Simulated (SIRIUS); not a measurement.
## AgCl (Chlorargyrite) under changes of volume

One of the cells (20.458 Å³/atom); the others are scaled copies at fixed shape and fractional positions:

```
CELL_PARAMETERS angstrom
0.00000 2.73500 2.73500
2.73500 0.00000 2.73500
2.73500 2.73500 0.00000
ATOMIC_POSITIONS crystal
Ag 0.00000 0.00000 0.00000
Cl 0.50000 0.50000 0.50000
```

- Program: SIRIUS 7.12.0
- Functional: RPBE
- Potentials or basis: all-electron FP-LAPW
- Cutoff: 163 eV
- Basis: apw+lo standard
- k mesh: 8 × 8 × 8
- Occupations: fermi-dirac, width 0.05 eV
- Spin: no spin polarisation

```tsv
volume (Å³/atom)	energy over the lowest point (meV/atom)	gap on the mesh (eV)
19.231	?	?
19.640	85.59	1.06
20.049	61.60	1.07
20.458	41.70	1.07
20.868	24.55	1.08
21.277	11.10	1.08
21.686	0.00	1.09
```

What does the run at 19.231 Å³/atom give?

Energy over the lowest point 112.91 meV/atom; gap on the mesh 1.07 eV.

Worked out: A Birch-Murnaghan fit of order 3 (a polynomial in V^(-2/3)) to the other rows has no minimum within the range. It gives 113.65 meV/atom at 19.231 Å³/atom, against the run's 112.91. A straight line through the other rows of the gap, of slope 0.274 eV per unit of ln V, extrapolates to 1.06 eV, against the run's 1.07.

Energies are extrapolated to zero smearing.

A mesh can miss the band edges. Spin-orbit coupling on Ag is left out.
